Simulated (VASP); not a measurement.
MgTe (zincblende), r²SCAN single-point calculation: Ansatz's output and VASP's

```xyz
2
Lattice="0.0000 3.2331 3.2331 3.2331 0.0000 3.2331 3.2331 3.2331 0.0000" Properties=species:S:1:pos:R:3 pbc="T T T"
Mg    0.0000    0.0000    0.0000
Te    1.6166    1.6166    1.6166
```

Ansatz printed

```
SCF 1 converged in 6 iterations: F = -8923.350191 eV  dr2 = 1.51e-8
  greatest PAW one-centre occupation: 1.000 electrons in one spin orbital (limit 2), on the Mg atom at site 0 (counted from 0), in its partial waves of l = 0
NSCF: frozen V_eff on 6 k-points
SCF converged after 6 iterations
Free energy (F): -8923.350191 eV
Harris-Foulkes:  -8923.350191 eV  (|F-HF|=1.69e-9)
Internal energy: -8923.350191 eV  (E = F + TS)
E sigma→0 (E₀):  -8923.350191 eV
Fermi energy:    4.035679 eV
--- Per-component energies (eV) ---
  E_band       = -695.686080
  E_kinetic    = 255.698175
  E_local      = -3313.131156  (includes V_loc(G=0)·N_el)
  E_nonlocal   = -213.933792
  E_hartree    = 1577.116696
  E_xc         = -142.394791
  E_vxc        = -150.945367  (∫ρ·V_xc dr)
  E_paw        = -4983.843772  (= ΣΔE_a)
  E_vpaw       = -436.923455  (= ΣTr[D̂ρ^β])
  E_aug_tail   = -0.000041  (compensation charges beyond the density's cutoff)
  E_vtau       = 9.317749  (kinetic-family band-sum trace: ∫τ·v_τ [+ j·A + Jᵃ·Aᵃ] dr)
  E_ewald      = -2103.120158
  E_core_change = 0.258647  (= ΣΔE_core)
  E_smearing   = -0.000000  (= −TS)
  E_closure    = 0.000000  (closes the sum)
  Σ components = -8923.350191   (vs F -8923.350191, Δ=0.00e0)
--- Forces (eV/Å), atoms counted from 1 ---
  atom   1  Mg     0.00000000    -0.00000000    -0.00000000
  atom   2  Te     0.00000000    -0.00000000    -0.00000000
  max |Σ_I F_I| component: 1.49e-16 eV/Å
--- Stress (GPa, compression-positive) ---
       -0.012712      -0.000000      -0.000000
       -0.000000      -0.012712       0.000000
        0.000000       0.000000      -0.012712
  P = ⅓ Tr σ = -0.0127 GPa (-0.127 kbar)
--- Band table (eV; the first three rows and the last of 29) ---
  k-point 0: bands = ["-73.9141", "-39.0125", "-39.0125", "-39.0125", "-31.7416", "-31.7416", "-31.7416", "-31.7306", "-31.7306", "-6.4590", "4.0357", "4.0357", "4.0357", "7.1399", "10.0457", "10.0457", "10.0457"]
  k-point 1: bands = ["-73.9141", "-39.0125", "-39.0125", "-39.0125", "-31.7417", "-31.7416", "-31.7416", "-31.7306", "-31.7306", "-6.3803", "3.3018", "3.9651", "3.9651", "7.7485", "9.9945", "10.2210", "10.2210"]
  k-point 2: bands = ["-73.9141", "-39.0126", "-39.0125", "-39.0125", "-31.7417", "-31.7414", "-31.7414", "-31.7306", "-31.7306", "-6.1755", "2.0941", "3.8090", "3.8090", "8.1163", "10.3748", "10.3748", "10.7173"]
  k-point 28: bands = ["-73.9140", "-39.0126", "-39.0126", "-39.0125", "-31.7418", "-31.7414", "-31.7408", "-31.7306", "-31.7303", "-5.6198", "1.3865", "2.1360", "2.5858", "8.9930", "10.3021", "10.8608", "10.9578"]
```

Datasets and cutoffs are each program's own. VASP's cell holds 8 valence electrons and Ansatz's 26. Ansatz's stress includes a Pulay correction; VASP's doesn't.

**Question.** What does VASP give for the same cell and level of theory?

**Answer.** gap between bands v and c 3.09 eV; least direct gap 3.09 eV; pressure -0.1 GPa.

From OUTCAR

```
k-points           NKPTS =     29   k-points in BZ     NKDIM =     29   number of bands    NBANDS=     11

   NELECT =       8.0000    total number of electrons

   dimension x,y,z NGX =    36 NGY =   36 NGZ =   36
   dimension x,y,z NGXF=    72 NGYF=   72 NGZF=   72

  energy-cutoff  :      520.00
  volume of cell :       67.59
      direct lattice vectors                 reciprocal lattice vectors
     0.000000000  3.233111546  3.233111546    -0.154649783  0.154649783  0.154649783
     3.233111546  0.000000000  3.233111546     0.154649783 -0.154649783  0.154649783
     3.233111546  3.233111546  0.000000000     0.154649783  0.154649783 -0.154649783

 k-points in reciprocal lattice and weights: KPOINTS created by Atomic Simulation Env
   0.00000000  0.00000000  0.00000000       0.002
   0.12500000  0.00000000  0.00000000       0.016
   0.25000000  0.00000000  0.00000000       0.016
   0.37500000  0.00000000  0.00000000       0.016
   0.50000000  0.00000000  0.00000000       0.008
   0.12500000  0.12500000  0.00000000       0.012
   0.25000000  0.12500000  0.00000000       0.047
   0.37500000  0.12500000  0.00000000       0.047
   ...

 E-fermi :   1.7301

 k-point     1 :       0.0000    0.0000    0.0000
  band No.  band energies     occupation
      1      -8.8779      2.00000
      2       1.6135      2.00000
      3       1.6135      2.00000
      4       1.6135      2.00000
      5       4.7018      0.00000
      6       7.5936      0.00000
      7       7.5936      0.00000
      8       7.5936      0.00000
      9      10.7347      0.00000
     10      10.7347      0.00000
     11      11.0993      0.00000

 k-point     2 :       0.1250    0.0000    0.0000
  band No.  band energies     occupation
      1      -8.7993      2.00000
      2       0.8758      2.00000
      3       1.5425      2.00000
      4       1.5425      2.00000
      5       5.3116      0.00000
      6       7.5457      0.00000
      7       7.7687      0.00000
      8       7.7687      0.00000
      9      10.2571      0.00000
     10      10.2571      0.00000
     11      11.6052      0.00000

 k-point     3 :       0.2500    0.0000    0.0000
  band No.  band energies     occupation
      1      -8.5946      2.00000
      2      -0.3360      2.00000
      3       1.3853      2.00000
      4       1.3853      2.00000
      5       5.6738      0.00000
      6       7.9247      0.00000
      7       7.9247      0.00000
      8       8.2791      0.00000
      9      10.2074      0.00000
     10      10.2074      0.00000
     11      11.1240      0.00000

 k-point     4 :       0.3750    0.0000    0.0000
  band No.  band energies     occupation
      1      -8.3634      2.00000
      2      -1.2707      2.00000
      3       1.2445      2.00000
      4       1.2445      2.00000
      5       5.5116      0.00000
      6       7.7365      0.00000
      7       7.7365      0.00000
      8       9.3158      0.00000
      9      11.2226      0.00000
     10      11.2886      0.00000
     11      11.2886      0.00000

 k-point     5 :       0.5000    0.0000    0.0000
  band No.  band energies     occupation
      1      -8.2577      2.00000
      2      -1.6222      2.00000
      3       1.1902      2.00000
      4       1.1902      2.00000
      5       5.4204      0.00000
      6       7.6197      0.00000
      7       7.6197      0.00000
      8       9.4814      0.00000
      9      12.1426      0.00000
     10      12.9388      0.00000
     11      12.9388      0.00000

 k-point     6 :       0.1250    0.1250    0.0000
  band No.  band energies     occupation
      1      -8.7731      2.00000
      2       0.8869      2.00000
      3       1.3884      2.00000
      4       1.3884      2.00000
      5       5.5887      0.00000
      6       7.0431      0.00000
      7       8.0717      0.00000
      8       8.0717      0.00000
      9       9.4116      0.00000
     10      10.9474      0.00000
     11      12.0013      0.00000

 k-point     7 :       0.2500    0.1250    0.0000
  band No.  band energies     occupation
      1      -8.6097      2.00000
      2      -0.0308      2.00000
      3       1.1863      2.00000
      4       1.2268      2.00000
      5       6.1294      0.00000
      6       6.9742      0.00000
      7       8.1647      0.00000
      8       8.4496      0.00000
      9       9.4827      0.00000
     10      11.0004      0.00000
     11      12.2122      0.00000

 k-point     8 :       0.3750    0.1250    0.0000
  band No.  band energies     occupation
      1      -8.3836      2.00000
      2      -0.9745      2.00000
      3       0.9816      2.00000
      4       1.0549      2.00000
      5       6.0135      0.00000
      6       7.3605      0.00000
      7       8.3366      0.00000
      8       8.3852      0.00000
      9      10.7266      0.00000
     10      11.8514      0.00000
     11      11.9105      0.00000

 ...

  Total       -0.0433104     -0.0433104     -0.0433104      0.0000000      0.0000000      0.0000000
  in kB       -1.0266225     -1.0266225     -1.0266225      0.0000000      0.0000000      0.0000000
  external PRESSURE =      -1.0266225 kB  Pullay stress =       0.0000000 kB

 POSITION                                       TOTAL-FORCE (eV/Angst)
 -----------------------------------------------------------------------------------
      0.00000      0.00000      0.00000        -0.000000     -0.000000     -0.000000
      1.61656      1.61656      1.61656         0.000000      0.000000      0.000000
 -----------------------------------------------------------------------------------
    total drift:                               -0.000002     -0.000002     -0.000002

  FREE ENERGIE OF THE ION-ELECTRON SYSTEM (eV)
  ---------------------------------------------------
  free  energy   TOTEN  =       -31.6791661726 eV

  energy  without entropy=      -31.6791661726  energy(sigma->0) =      -31.67916617
```
